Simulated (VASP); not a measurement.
A run of VASP 6.6.1 is set up as follows.

The input INCAR:

```
SYSTEM = GaP
PREC = Accurate ; ENCUT = 600
EDIFF = 1E-7 ; ISMEAR = -1
SIGMA = 0.05 ; LREAL = .FALSE.
LASPH = .TRUE. ; NELM = 80
ALGO = Normal ; ISIF = 3
LWAVE = .FALSE. ; LCHARG = .FALSE.
GGA = PE ; IBRION = 2
NSW = 40 ; EDIFFG = -0.005
PSTRESS = 60
```

The input KPOINTS:

```
Automatic mesh
0
G
  10 10 10
  0 0 0
```

Contents of POSCAR:

```
GaP
1.0
    0.0000000000      2.7250000000      2.7250000000
    2.7250000000      0.0000000000      2.7250000000
    2.7250000000      2.7250000000      0.0000000000
Ga P
1 1
Direct
    0.0000000000      0.0000000000      0.0000000000
    0.2500000000      0.2500000000      0.2500000000
```

Potentials or basis: VASP PAW PBE potentials, release 64 (Ga_d, P).

Command:

```console
$ cat potpaw_PBE.64/Ga_d/POTCAR potpaw_PBE.64/P/POTCAR > POTCAR
$ mpirun -np 1 vasp_std > vasp.out
```

Task: Predict the space group after relaxing (to 0.05 Å).

Result: F-43m (No. 216).

Task: Predict the relaxed cell.

Result: a = 3.806 Å, b = 3.806 Å, c = 3.806 Å, α = 60.00°, β = 60.00°, γ = 60.00°.

Task: Estimate the band gap on the k mesh.

Result: 1.54 eV, indirect (least direct gap 2.14 eV).

The path:
| step | energy change (eV) | largest force (eV/Å) | pressure (GPa) | volume (Å³) |
| --- | --- | --- | --- | --- |
| 1 | 0.0000 | 0.0000 | 2.49 | 40.47 |
| 2 | 0.0882 | 0.0000 | 8.98 | 37.93 |
| 3 | 0.0384 | 0.0000 | 5.98 | 39.00 |

Caveat: the cell is relaxed towards a set pressure, so the enthalpy falls and the energy may rise. A k mesh can miss the band edges.
